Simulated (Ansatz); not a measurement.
**AlN: from stress constants e to strain constants d — Ansatz, plane waves and PAW**

Space group P6_3mc (No. 186), 4 atoms in the cell of the first input below: a = 3.114 Å, b = 3.114 Å, c = 4.983 Å, α = 90.00°, β = 90.00°, γ = 120.00°.

The structure is a measured one, not always of the ambient phase, relaxed without spin–orbit coupling to zero pressure (pressure 0.0 GPa with this functional, without spin–orbit coupling). Functional: PBEsol.

Input:

```yaml
crystal:
  lattice:
    - [3.1138817556, 0.0, 0.0]
    - [-1.5569408778, 2.6967007047, 0.0]
    - [0.0, 0.0, 4.9834380166]
  atoms:
    - { symbol: Al, position: [0.3333333333, 0.6666666667, 0.001488971] }
    - { symbol: Al, position: [0.6666666667, 0.3333333333, 0.501488971] }
    - { symbol: "N", position: [0.3333333333, 0.6666666667, 0.383511029] }
    - { symbol: "N", position: [0.6666666667, 0.3333333333, 0.883511029] }
basis:
  ecutwfc: 420
  ecutrho_ratio: 4
kpoints:
  mp_grid: { grid: [12, 12, 8] }
hamiltonian:
  xc: pbesol
scf:
  occupations: { method: fixed }
output:
  forces: true
  stress: true
  eigenvalues: true
  polarization: {}
elastic:
  mode: relaxed_ion
  stencil: two_point
```

```bash
ansatz run input.yaml --threads 4 --pin off --max-ram 9216MiB --backend cpu --events-out ev --progress --plain --runs-dir out
```

Time: 3.1 min on 4 threads of Intel(R) Xeon(R) Processor @ 2.50GHz (Skylake/Cascade Lake), on a shared host, peak memory 0.62 GiB.

Elastic constants with relaxed ions (GPa, engineering shears):

|  | xx | yy | zz | yz | xz | xy |
| --- | --- | --- | --- | --- | --- | --- |
| xx | 378.4 | 136.2 | 106.6 | 0.0 | 0.0 | 0.0 |
| yy | 136.2 | 378.4 | 106.6 | 0.0 | 0.0 | 0.0 |
| zz | 106.6 | 106.6 | 352.8 | 0.0 | 0.0 | 0.0 |
| yz | 0.0 | 0.0 | 0.0 | 111.1 | 0.0 | 0.0 |
| xz | 0.0 | 0.0 | 0.0 | 0.0 | 111.1 | 0.0 |
| xy | 0.0 | 0.0 | 0.0 | 0.0 | 0.0 | 121.1 |

Proper piezoelectric stress tensor e (C/m²):

|  | xx | yy | zz | yz | xz | xy |
| --- | --- | --- | --- | --- | --- | --- |
| x | 0.000 | 0.000 | 0.000 | 0.000 | -0.346 | 0.000 |
| y | 0.000 | 0.000 | 0.000 | -0.346 | 0.000 | 0.000 |
| z | -0.645 | -0.645 | 1.611 | 0.000 | 0.000 | 0.000 |

Signs follow the polarity of the cell as typed: the inverted crystal has all signs reversed.

Which piezoelectric strain constant d is largest in size (symmetry may tie others with it)?

d = e C⁻¹ gives d(z; zz) = 6.1 pC/N.

|  | xx | yy | zz | yz | xz | xy |
| --- | --- | --- | --- | --- | --- | --- |
| x | 0.0 | 0.0 | 0.0 | 0.0 | -3.1 | 0.0 |
| y | 0.0 | 0.0 | 0.0 | -3.1 | 0.0 | 0.0 |
| z | -2.5 | -2.5 | 6.1 | 0.0 | 0.0 | 0.0 |

The polar axis dominates the response: stress along c gives 6.1 pC/N, while the transverse and shear coefficients are smaller and negative. Elastic coupling enlarges the axial value beyond what e(z; zz) and the axial stiffness alone would give. Under uniaxial tension the basal plane contracts, and because e(z; xx) is negative, this contraction adds to the polarization produced by stretching c. Shear changes rank between the two tensors: its stress constant is smaller in size than the transverse one, yet its strain constant is larger, since the lattice is compliant to this shear and much stiffer against biaxial basal strain.

The underlying response in wurtzite nitrides comes largely from the displacement of the cation and anion sublattices against each other under strain, which is effective in AlN because its bonds are strongly polar. The axial and the two transverse coefficients largely cancel under hydrostatic pressure, so the material responds to directional stress far more than to uniform compression. The separate electronic and internal-displacement contributions can't be read from these totals.
